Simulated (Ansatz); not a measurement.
Input for Ansatz (plane-wave DFT, PAW):

```yaml
crystal:
  lattice:
    - [0.0, 2.0120502036, 2.0120502036]
    - [2.0120502036, 0.0, 2.0120502036]
    - [2.0120502036, 2.0120502036, 0.0]
  atoms:
    - { symbol: B, position: [0.0, 0.0, 0.0] }
    - { symbol: "N", position: [0.75, 0.75, 0.75] }
basis:
  ecutwfc: 420
kpoints:
  mp_grid: { grid: [10, 10, 10] }
hamiltonian:
  xc: pbesol
scf:
  occupations: { method: gaussian, width: 0.02 }
output:
  forces: true
  stress: true
  eigenvalues: true
```

Launched with
```bash
ansatz run input.yaml --threads 1 --pin off --max-ram 1331MiB --backend cpu --events-out ev --progress --plain --runs-dir out
```

All numbers below come from DFT PBEsol, scalar-relativistic, plane waves, PAW (Ansatz 0.2.0).

Abridged output:

```
Pseudopotentials: kind: paw
Pseudopotential: B, paw, valence charge 3, recommended cutoff 420 eV (normal)
Pseudopotential: N, paw, valence charge 5, recommended cutoff 420 eV (normal)
Functional definition: PBEsol
Crystal: 2 atoms, lattice volume = 16.291 Å³
Basis set: ecut = 420 eV, 331 PW (Γ), exchange–correlation on 40×40×40 points (8 copies of the dense FFT grid, shifted against one another)
Bands: 8, of which v1, the nominal top of the filled ones, is band 4 counted from 1 (3 counted from 0)
Symmetry: 24 space group operations
Space group: F-43m (ITA 216), of the structure as read, at distance tolerance 2.5e-5 Å
k-points: 47 of 1000 (time reversal used)
Initial density: superposition of atomic densities (neutral atoms: chi_scale 0, normalization atom), corrected by the library's trained network
Initial wavefunctions: pseudopotential atomic-orbital guess
Functional: x = pbesol(κ = 0.804, μ = 0.12345679), c = pbesol(β = 0.046)
SCF iter   1: F=—  HF=-532.572385 eV  |F-HF|=—  |Δ(HF+E_count)|=         —  Δρ=9.00e-3  dr2=1.18e-2  ethr=1.77e-3  ⟨swp⟩=4.6  Hψ=2337  notcnv=0
SCF iter   2: F=—  HF=-532.569157 eV  |F-HF|=—  |Δ(HF+E_count)|=   3.23e-3  Δρ=3.12e-3  dr2=1.51e-3  ethr=1.48e-4  ⟨swp⟩=2.0  Hψ=882  notcnv=0
SCF iter   3: F=—  HF=-532.568839 eV  |F-HF|=—  |Δ(HF+E_count)|=   3.19e-4  Δρ=3.32e-4  dr2=8.28e-6  ethr=1.88e-5  ⟨swp⟩=2.9  Hψ=717  notcnv=0
SCF iter   4: F=—  HF=-532.568844 eV  |F-HF|=—  |Δ(HF+E_count)|=   5.72e-6  Δρ=2.60e-5  dr2=7.46e-8  ethr=1.04e-7  ⟨swp⟩=1.9  Hψ=496  notcnv=0
SCF iter   5: F=-532.568844 eV  HF=-532.568844 eV  |F-HF|=6.63e-10  |Δ(HF+E_count)|=   1.92e-8  Δρ=7.58e-6  dr2=4.38e-9  ethr=9.32e-10  ⟨swp⟩=1.7  Hψ=452  notcnv=0
SCF iter   6: F=-532.568844 eV  HF=-532.568844 eV  |F-HF|=2.73e-12  |Δ(HF+E_count)|=  7.07e-11  Δρ=2.69e-7  dr2=6.21e-12  ethr=5.48e-11  ⟨swp⟩=1.7  Hψ=1143  notcnv=0
SCF 1 converged in 6 iterations: F = -532.568844 eV  dr2 = 6.21e-12
SCF converged after 6 iterations
Free energy (F): -532.568844 eV
Harris-Foulkes:  -532.568844 eV  (|F-HF|=2.73e-12)
Internal energy: -532.568844 eV  (E = F + TS)
E sigma→0 (E₀):  -532.568844 eV
Fermi energy:    8.556740 eV
--- Per-component energies (eV) ---
  E_band       = 0.960037
  E_kinetic    = 168.238264
  E_local      = -205.898184  (includes V_loc(G=0)·N_el)
  E_nonlocal   = 55.016310
  E_hartree    = 57.089240
  E_xc         = -88.172001
  E_vxc        = -109.833002  (∫ρ·V_xc dr)
  E_paw        = -196.935025  (= ΣΔE_a)
  E_vpaw       = -20.741899  (= ΣTr[D̂ρ^β])
  E_aug_tail   = 0.000087  (compensation charges beyond the density's cutoff)
  E_ewald      = -321.950343
  E_core_change = 0.042810  (= ΣΔE_core)
  E_smearing   =  0.000000  (= −TS)
--- Forces (eV/Å), atoms counted from 1 ---
  atom   1  B      0.00000000     0.00000000     0.00000000
  atom   2  N      0.00000000     0.00000000     0.00000000
--- Stress (GPa, compression-positive) ---
      -68.383916       0.000000       0.000000
        0.000000     -68.383916       0.000000
        0.000000       0.000000     -68.383916
  P = ⅓ Tr σ = -68.3839 GPa (-683.839 kbar)
--- Band table (eV; the first three rows and the last of 47) ---
  k-point 0: bands = ["-10.4222", "6.6136", "6.6136", "6.6136", "12.1843", "13.8979", "13.8979", "13.8979"]
  k-point 1: bands = ["-10.2386", "5.5309", "6.4350", "6.4350", "12.5876", "14.1654", "14.1654", "14.3716"]
  k-point 2: bands = ["-9.7050", "3.3442", "6.0236", "6.0236", "12.8660", "14.7451", "14.7451", "15.7058"]
  k-point 46: bands = ["-6.4399", "0.1223", "1.8352", "2.0670", "13.8813", "16.3313", "17.1572", "19.1597"]
```

Self-consistency was reached.